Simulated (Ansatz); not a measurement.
# One shape, several levels: C4H10Zn (diethylzinc (DEZ))

Aim: a comparison of 6 runs (HF/3-21G, HF/def2-SVP, B3LYP/6-31G*, PBE/6-31G*, PBE/def2-SVP) of C4H10Zn (diethylzinc (DEZ)). 

Program for the calculation: Ansatz 0.2.0.

5 further runs of the same task are left out: 2 for a known fault of the program, 2 that didn't finish, 1 set aside as unsound or not needed. Runs told in other sessions of the task aren't counted.

### Step 1. The structure to begin with

C4H10Zn has 15 atoms, charge 0, and is taken as a singlet. As SMILES, `CC[Zn]CC`. The shape is that of a PBE0-D4/def2-TZVP optimisation.

Bond lengths: C1–C2 1.529 Å, C2–Zn3 1.958 Å, Zn3–C4 1.958 Å, C4–C5 1.529 Å, C1–H6 1.094 Å, C1–H7 1.096 Å, C1–H8 1.094 Å, C2–H9 1.096 Å, C2–H10 1.096 Å, C4–H11 1.096 Å, C4–H12 1.096 Å, C5–H13 1.094 Å, C5–H14 1.096 Å, C5–H15 1.094 Å. Some angles: C1–C2–Zn3 115.4°, C2–Zn3–C4 179.9°, Zn3–C4–C5 115.4°, C1–C2–H9 109.9°, C1–C2–H10 109.9°, Zn3–C2–H9 107.9°, Zn3–C2–H10 107.9°, C2–C1–H6 112.0°, C2–C1–H7 112.0°, C2–C1–H8 112.0°.

### Step 2. Energy and forces at HF/3-21G (run 1)

Contents of job.yaml:

```yaml
crystal:
  periodic: [false, false, false]
  atoms:
    - {symbol: C, position_ang: [0.235270, 1.980200, 1.807360]}
    - {symbol: C, position_ang: [1.039000, 0.686130, 1.679060]}
    - {symbol: Zn, position_ang: [0.521310, -0.479880, 0.193880]}
    - {symbol: C, position_ang: [0.000380, -1.642790, -1.292580]}
    - {symbol: C, position_ang: [-1.157340, -1.131600, -2.150140]}
    - {symbol: H, position_ang: [-0.830540, 1.786550, 1.957870]}
    - {symbol: H, position_ang: [0.570280, 2.589730, 2.654020]}
    - {symbol: H, position_ang: [0.320050, 2.604740, 0.913570]}
    - {symbol: H, position_ang: [0.961770, 0.105170, 2.605510]}
    - {symbol: H, position_ang: [2.104800, 0.917890, 1.568710]}
    - {symbol: H, position_ang: [-0.247790, -2.627070, -0.878570]}
    - {symbol: H, position_ang: [0.885570, -1.805020, -1.918630]}
    - {symbol: H, position_ang: [-0.929610, -0.166540, -2.611560]}
    - {symbol: H, position_ang: [-1.402420, -1.823120, -2.963990]}
    - {symbol: H, position_ang: [-2.070730, -0.994400, -1.564490]}
basis:
  gaussian: {orbitals: 3-21G-spherical.json}
accuracy: high
hamiltonian: {xc: hf}
output: {forces: true, orbitals: {seedname: orbitals}}
```

The basis set 3-21G is read from a file made from the Basis Set Exchange's data (not shown).

Launch:

```bash
$ ansatz run job.yaml --threads 1 --pin off --max-ram 3480MiB --events-out events.jsonl --progress --plain --runs-dir runs
```

Standard output:

```text
Warning: RAYON_NUM_THREADS=1 ignored (pool sized by the plan → 1); use --threads N
[... 13 lines left out ...]
Total energy: -52392.89236681 eV, -1925.4032813024 hartree
[... 15 lines left out ...]
Dipole moment:     0.038378    -0.035298     0.014249 e Å
```

Wall time 3.9 s (1 thread of Arm Neoverse V2, shared host); peak memory 0.25 GiB.

### Step 3. Energy and forces at HF/def2-SVP (run 2)

Contents of job.yaml:

```yaml
crystal:
  periodic: [false, false, false]
  atoms:
    - symbol: C
      position_ang: [0.235270, 1.980200, 1.807360]
    - symbol: C
      position_ang: [1.039000, 0.686130, 1.679060]
    - symbol: Zn
      position_ang: [0.521310, -0.479880, 0.193880]
    - symbol: C
      position_ang: [0.000380, -1.642790, -1.292580]
    - symbol: C
      position_ang: [-1.157340, -1.131600, -2.150140]
    - symbol: H
      position_ang: [-0.830540, 1.786550, 1.957870]
    - symbol: H
      position_ang: [0.570280, 2.589730, 2.654020]
    - symbol: H
      position_ang: [0.320050, 2.604740, 0.913570]
    - symbol: H
      position_ang: [0.961770, 0.105170, 2.605510]
    - symbol: H
      position_ang: [2.104800, 0.917890, 1.568710]
    - symbol: H
      position_ang: [-0.247790, -2.627070, -0.878570]
    - symbol: H
      position_ang: [0.885570, -1.805020, -1.918630]
    - symbol: H
      position_ang: [-0.929610, -0.166540, -2.611560]
    - symbol: H
      position_ang: [-1.402420, -1.823120, -2.963990]
    - symbol: H
      position_ang: [-2.070730, -0.994400, -1.564490]
basis:
  gaussian: {orbitals: def2-SVP}
hamiltonian: {xc: hf}
accuracy: high
output: {forces: true, orbitals: {seedname: orbitals}}
```

Launch:

```bash
$ ansatz run job.yaml --threads 1 --pin off --max-ram 3480MiB --events-out events.jsonl --progress --plain --runs-dir runs
```

Standard output:

```text
Warning: RAYON_NUM_THREADS=1 ignored (pool sized by the plan → 1); use --threads N
[... 12 lines left out ...]
Total energy: -52646.14228154 eV, -1934.7100440097 hartree
[... 15 lines left out ...]
Dipole moment:     0.046325    -0.042619     0.017207 e Å
```

It took 15 s on 1 thread of Arm Neoverse V2, shared host; peak memory 0.58 GiB.

### Step 4. Energy and gradient at B3LYP/6-31G(d) (spherical functions) (run 3)

Contents of run.yaml:

```yaml
crystal:
  periodic: [false, false, false]
  atoms:
    - {symbol: C, position_ang: [0.235270, 1.980200, 1.807360]}
    - {symbol: C, position_ang: [1.039000, 0.686130, 1.679060]}
    - {symbol: Zn, position_ang: [0.521310, -0.479880, 0.193880]}
    - {symbol: C, position_ang: [0.000380, -1.642790, -1.292580]}
    - {symbol: C, position_ang: [-1.157340, -1.131600, -2.150140]}
    - {symbol: H, position_ang: [-0.830540, 1.786550, 1.957870]}
    - {symbol: H, position_ang: [0.570280, 2.589730, 2.654020]}
    - {symbol: H, position_ang: [0.320050, 2.604740, 0.913570]}
    - {symbol: H, position_ang: [0.961770, 0.105170, 2.605510]}
    - {symbol: H, position_ang: [2.104800, 0.917890, 1.568710]}
    - {symbol: H, position_ang: [-0.247790, -2.627070, -0.878570]}
    - {symbol: H, position_ang: [0.885570, -1.805020, -1.918630]}
    - {symbol: H, position_ang: [-0.929610, -0.166540, -2.611560]}
    - {symbol: H, position_ang: [-1.402420, -1.823120, -2.963990]}
    - {symbol: H, position_ang: [-2.070730, -0.994400, -1.564490]}
basis:
  gaussian:
    orbitals: 6-31G_st_-spherical.json
hamiltonian:
  xc: {name: B3LYP}
accuracy: high
output: {forces: true, orbitals: {seedname: orbitals}}
```

The basis set 6-31G* is read from a file made from the Basis Set Exchange's data (not shown).

Launch:

```bash
$ ansatz run run.yaml --threads 1 --pin off --max-ram 3480MiB --events-out events.jsonl --progress --plain --runs-dir runs
```

Standard output:

```text
Warning: RAYON_NUM_THREADS=1 ignored (pool sized by the plan → 1); use --threads N
[... 16 lines left out ...]
Total energy: -52723.36241272 eV, -1937.5478314887 hartree
[... 15 lines left out ...]
Dipole moment:     0.029862    -0.027454     0.011077 e Å
```

Wall time 26 s (1 thread of Arm Neoverse V2, shared host); peak memory 0.49 GiB.

Runs 4 to 5 aren't shown in full; the table further down has their settings and results.

### Step 5. Energy and gradient at PBE/def2-SVP (run 6)

Contents of input.yaml:

```yaml
basis:
  gaussian:
    orbitals: def2-SVP
crystal:
  periodic: [false, false, false]
  atoms:
    - {symbol: C, position_ang: [0.235270, 1.980200, 1.807360]}
    - {symbol: C, position_ang: [1.039000, 0.686130, 1.679060]}
    - {symbol: Zn, position_ang: [0.521310, -0.479880, 0.193880]}
    - {symbol: C, position_ang: [0.000380, -1.642790, -1.292580]}
    - {symbol: C, position_ang: [-1.157340, -1.131600, -2.150140]}
    - {symbol: H, position_ang: [-0.830540, 1.786550, 1.957870]}
    - {symbol: H, position_ang: [0.570280, 2.589730, 2.654020]}
    - {symbol: H, position_ang: [0.320050, 2.604740, 0.913570]}
    - {symbol: H, position_ang: [0.961770, 0.105170, 2.605510]}
    - {symbol: H, position_ang: [2.104800, 0.917890, 1.568710]}
    - {symbol: H, position_ang: [-0.247790, -2.627070, -0.878570]}
    - {symbol: H, position_ang: [0.885570, -1.805020, -1.918630]}
    - {symbol: H, position_ang: [-0.929610, -0.166540, -2.611560]}
    - {symbol: H, position_ang: [-1.402420, -1.823120, -2.963990]}
    - {symbol: H, position_ang: [-2.070730, -0.994400, -1.564490]}
accuracy: high
hamiltonian:
  xc: pbe
output:
  forces: true
  orbitals: {seedname: orbitals}
```

Launch:

```bash
$ ansatz run input.yaml --threads 1 --pin off --max-ram 3480MiB --events-out events.jsonl --progress --plain --runs-dir runs
```

Standard output:

```text
Warning: RAYON_NUM_THREADS=1 ignored (pool sized by the plan → 1); use --threads N
[... 15 lines left out ...]
Total energy: -52706.86440296 eV, -1936.9415408129 hartree
[... 15 lines left out ...]
Dipole moment:     0.029701    -0.027311     0.011019 e Å
```

Wall time 24 s (1 thread of Arm Neoverse V2, shared host); peak memory 0.51 GiB.

### Step 6. All runs side by side

| run | level | Cartesian functions | energy (Eh) | dipole moment (D) | HOMO energy (eV) | LUMO energy (eV) | wall time |
| --- | --- | --- | --- | --- | --- | --- | --- |
| 1 | HF/3-21G | no | -1925.403281 | 0.26 | -8.93 | 2.17 | 3.9 s |
| 2 | HF/def2-SVP | no | -1934.710044 | 0.31 | -9.13 | 2.64 | 15 s |
| 3 | B3LYP/6-31G* (spherical functions) | no | -1937.547831 | 0.20 | -6.03 | -0.11 | 26 s |
| 4 | PBE/6-31G* (spherical functions) | no | -1936.982000 | 0.16 | -5.12 | -0.54 | 20 s |
| 5 | B3LYP/6-31G* (Cartesian functions) | yes | -1937.555209 | 0.21 | -6.01 | -0.11 | 27 s |
| 6 | PBE/def2-SVP | no | -1936.941541 | 0.20 | -5.27 | -0.24 | 24 s |

### Step 7. Summary of results

```
                       quantity           value
            run 6: total energy  -1936.94154 Eh
           run 6: dipole moment          0.20 D
             run 6: HOMO energy        -5.27 eV
             run 6: LUMO energy        -0.24 eV
           run 6: HOMO–LUMO gap         5.03 eV
run 6: largest force on an atom      0.563 eV/Å
```

The dipole moment (its size) runs from 0.16 D (PBE/6-31G*) to 0.31 D (HF/def2-SVP). The two ends differ in method and basis. The HOMO–LUMO gap runs from 4.58 eV (PBE/6-31G*) to 11.77 eV (HF/def2-SVP). Totals of different functionals can't be ranked against each other. All runs together took 1.9 min, the longest 27 s.
